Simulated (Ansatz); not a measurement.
Te2Mo under changes of volume

One of the cells (25.303 Å³/atom); the others are scaled copies at fixed shape and fractional positions:

```
Te Mo
1.0
     6.33000    0.00000    0.00000
     0.00000    3.46900    0.00000
    -0.94679    0.00000   13.82762
Te Mo
8 4
Direct
  0.94370 0.75000 0.60450
  0.05630 0.25000 0.39550
  0.90300 0.25000 0.85140
  0.09700 0.75000 0.14860
  0.41120 0.75000 0.89550
  0.58880 0.25000 0.10450
  0.44320 0.25000 0.64840
  0.55680 0.75000 0.35160
  0.81670 0.75000 0.99260
  0.18330 0.25000 0.00740
  0.68190 0.25000 0.49340
  0.31810 0.75000 0.50660
```

| Quantity | Value |
| --- | --- |
| Program | Ansatz 0.2.0 |
| Functional | PBE |
| Potentials or basis | Ansatz PAW |
| Cutoff | 420 eV (not typed: the program's choice for these potentials) |
| k mesh | 4 × 8 × 2 |
| Occupations | fermi-dirac, width 0.05 eV |
| Spin | no spin polarisation |

```csv
volume (Å³/atom),energy over the lowest point (meV/atom),pressure (GPa),largest force (eV/Å)
23.785,61.89,9.9,1.182
24.291,35.00,7.2,0.809
24.797,16.27,4.7,0.465
25.303,4.84,2.5,0.178
25.809,0.00,0.6,0.234
26.315,1.05,-1.2,0.450
26.821,?,?,?
```

Question: What does the run at 26.821 Å³/atom give?

Answer: Energy over the lowest point 7.40 meV/atom; pressure -2.8 GPa; largest force 0.698 eV/Å.

Worked out: A Birch-Murnaghan fit of order 3 (a polynomial in V^(-2/3)) to the other rows has its minimum at 25.97 Å³/atom with B0 = V·E''(V) = 93 GPa and B' = 4.5 at fixed shape and positions, which overstates the stiffness. It gives 7.41 meV/atom at 26.821 Å³/atom, against the run's 7.40, and -dE/dV = -2.8 GPa, against -2.8.

Energies are extrapolated to zero smearing.

Caveats: forces of over 1 eV/Å show positions far from the minimum, so gaps and moduli don't describe the material at rest (some runs); this functional lacks dispersion, which binds the layers, so the pressure and a relaxed spacing across them are unreliable (some runs).
